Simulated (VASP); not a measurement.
Output of a VASP run:

**OSZICAR**
```
...
DAV:  13    -0.444278830851E+02    0.35581E-05   -0.57370E-05  5001   0.497E-02    0.109E-02
DAV:  14    -0.444278833499E+02   -0.26479E-06   -0.93761E-06  4122   0.263E-02    0.748E-03
DAV:  15    -0.444278832187E+02    0.13124E-06   -0.10458E-06  4423   0.870E-03    0.804E-04
DAV:  16    -0.444278832949E+02   -0.76255E-07   -0.81887E-08  2387   0.189E-03
   1 F= -.44427883E+02 E0= -.44428443E+02  d E =-.444279E+02
       N       E                     dE             d eps       ncg     rms          rms(c)
DAV:   1    -0.444785837106E+02   -0.50700E-01   -0.29650E+00  3720   0.124E+01    0.166E+00
DAV:   2    -0.444442565455E+02    0.34327E-01   -0.92807E-02  4347   0.212E+00    0.774E-01
DAV:   3    -0.444354387305E+02    0.88178E-02   -0.25586E-02  4831   0.983E-01    0.372E-01
DAV:   4    -0.444351065943E+02    0.33214E-03   -0.29966E-03  4064   0.446E-01    0.248E-01
DAV:   5    -0.444349842947E+02    0.12230E-03   -0.47714E-04  4549   0.179E-01    0.890E-02
DAV:   6    -0.444349641263E+02    0.20168E-04   -0.13422E-04  4853   0.760E-02    0.359E-02
DAV:   7    -0.444349652098E+02   -0.10835E-05   -0.14190E-05  4489   0.237E-02    0.134E-02
DAV:   8    -0.444349654626E+02   -0.25283E-06   -0.10202E-06  5140   0.653E-03    0.569E-03
DAV:   9    -0.444349655082E+02   -0.45577E-07   -0.13607E-07  2227   0.268E-03
   2 F= -.44434966E+02 E0= -.44435279E+02  d E =-.708221E-02
       N       E                     dE             d eps       ncg     rms          rms(c)
DAV:   1    -0.444351041683E+02   -0.13871E-03   -0.70709E-03  3762   0.603E-01    0.828E-02
DAV:   2    -0.444350183932E+02    0.85775E-04   -0.23028E-04  4396   0.104E-01    0.375E-02
DAV:   3    -0.444349997143E+02    0.18679E-04   -0.55188E-05  4837   0.476E-02    0.183E-02
DAV:   4    -0.444349982166E+02    0.14977E-05   -0.77494E-06  4093   0.235E-02    0.125E-02
DAV:   5    -0.444349979908E+02    0.22579E-06   -0.11150E-06  4558   0.855E-03    0.411E-03
DAV:   6    -0.444349979372E+02    0.53592E-07   -0.22169E-07  2654   0.320E-03
   3 F= -.44434998E+02 E0= -.44435334E+02  d E =-.711464E-02
       N       E                     dE             d eps       ncg     rms          rms(c)
DAV:   1    -0.444352335702E+02   -0.23558E-03   -0.57431E-02  3744   0.160E+00    0.113E-01
DAV:   2    -0.444351770921E+02    0.56478E-04   -0.95314E-04  4232   0.199E-01    0.457E-02
DAV:   3    -0.444351560676E+02    0.21025E-04   -0.58500E-05  4986   0.445E-02    0.259E-02
DAV:   4    -0.444351551747E+02    0.89285E-06   -0.72189E-06  4268   0.226E-02    0.186E-02
DAV:   5    -0.444351545024E+02    0.67232E-06   -0.22890E-06  4439   0.133E-02    0.718E-03
DAV:   6    -0.444351545292E+02   -0.26792E-07   -0.44140E-07  4027   0.480E-03
   4 F= -.44435155E+02 E0= -.44435454E+02  d E =-.156592E-03
       N       E                     dE             d eps       ncg     rms          rms(c)
DAV:   1    -0.444352081857E+02   -0.53683E-04   -0.19299E-02  3758   0.929E-01    0.650E-02
DAV:   2    -0.444351894613E+02    0.18724E-04   -0.32104E-04  4232   0.115E-01    0.263E-02
DAV:   3    -0.444351824547E+02    0.70066E-05   -0.19412E-05  5025   0.252E-02    0.154E-02
DAV:   4    -0.444351822541E+02    0.20059E-06   -0.22514E-06  4254   0.126E-02    0.109E-02
DAV:   5    -0.444351819866E+02    0.26749E-06   -0.80770E-07  4326   0.788E-03    0.411E-03
DAV:   6    -0.444351820047E+02   -0.18093E-07   -0.13252E-07  2254   0.291E-03
   5 F= -.44435182E+02 E0= -.44435461E+02  d E =-.184067E-03
```

**OUTCAR**
```
------------------------ aborting loop because EDIFF is reached ----------------------------------------
  FORCE on cell =-STRESS in cart. coord.  units (eV):
  Direction    XX          YY          ZZ          XY          YZ          ZX
  --------------------------------------------------------------------------------------
  Total       -5.4054886     -5.4054886     -5.4065855      0.0000000      0.0000000      0.0000000
  in kB     -127.8761383   -127.8761383   -127.9020884      0.0000000      0.0000000      0.0000000
  external PRESSURE =    -127.8847883 kB  Pullay stress =       0.0000000 kB
  volume of cell :       67.73
      direct lattice vectors                 reciprocal lattice vectors
     4.631626382 -0.000000000  0.000000000     0.215906880  0.000000000  0.000000000
    -0.000000000  4.631626382  0.000000000     0.000000000  0.215906880  0.000000000
     0.000000000  0.000000000  3.157104717     0.000000000  0.000000000  0.316745908
 POSITION                                       TOTAL-FORCE (eV/Angst)
 -----------------------------------------------------------------------------------
     -0.00000      4.63163      0.00000         0.000000      0.000000      0.000000
      2.31581      2.31581      1.57855         0.000000      0.000000      0.000000
      1.41718      1.41718      0.00000        -0.000190     -0.000190     -0.000000
      3.73300      0.89863      1.57855        -0.000190      0.000190      0.000000
      0.89863      3.73300      1.57855         0.000190     -0.000190      0.000000
      3.21444      3.21444      0.00000         0.000190      0.000190      0.000000
 -----------------------------------------------------------------------------------
    total drift:                                0.000000      0.000000      0.000000
  FREE ENERGIE OF THE ION-ELECTRON SYSTEM (eV)
  ---------------------------------------------------
  free  energy   TOTEN  =       -44.4351820047 eV

  energy  without entropy=      -44.4360203628  energy(sigma->0) =      -44.43546146

 reached required accuracy - stopping structural energy minimisation
```
(Selected blocks of OUTCAR.)

File POSCAR:
```
RuO2
1
    4.6110140281     0.0000000000     0.0000000000
    0.0000000000     4.6110140281     0.0000000000
    0.0000000000     0.0000000000     3.1853938562
Ru O
2 4
Direct
  0.0000000000   0.0000000000   1.0000000000
  0.5000000000   0.5000000000   0.5000000000
  0.3057749991   0.3057749991   0.0000000000
  0.8057749991   0.1942250009   0.5000000000
  0.1942250009   0.8057749991   0.5000000000
  0.6942250009   0.6942250009   1.0000000000
```

**Question.** Write an INCAR and KPOINTS that could have produced this output.

**Answer.** Several could match; the one computed here: the input of the run itself, PBE GGA, plane waves, VASP's PBE PAW potentials (set 64).

KPOINTS:
```
Automatic mesh
0
Gamma
7 7 10
0 0 0
```

### INCAR
```
SYSTEM = RuO2
PREC = Accurate
ENCUT = 520
EDIFF = 1E-7
NELM = 100
ALGO = Normal
LREAL = .FALSE.
LASPH = .TRUE.
ISMEAR = 1
SIGMA = 0.1
GGA = PE
LMAXMIX = 4
LWAVE = .FALSE.
LCHARG = .FALSE.
ISIF = 4
IBRION = 2
NSW = 30
EDIFFG = -0.01
```

POTCAR, in this order: Ru_pv O (PBE.64 set). Program: vasp_std.

The compound is RuO2 in the rutile structure. This cell is one point of a volume scan, at 1.06 of the reference volume. Symmetry was kept, so distortions that lower it aren't found.
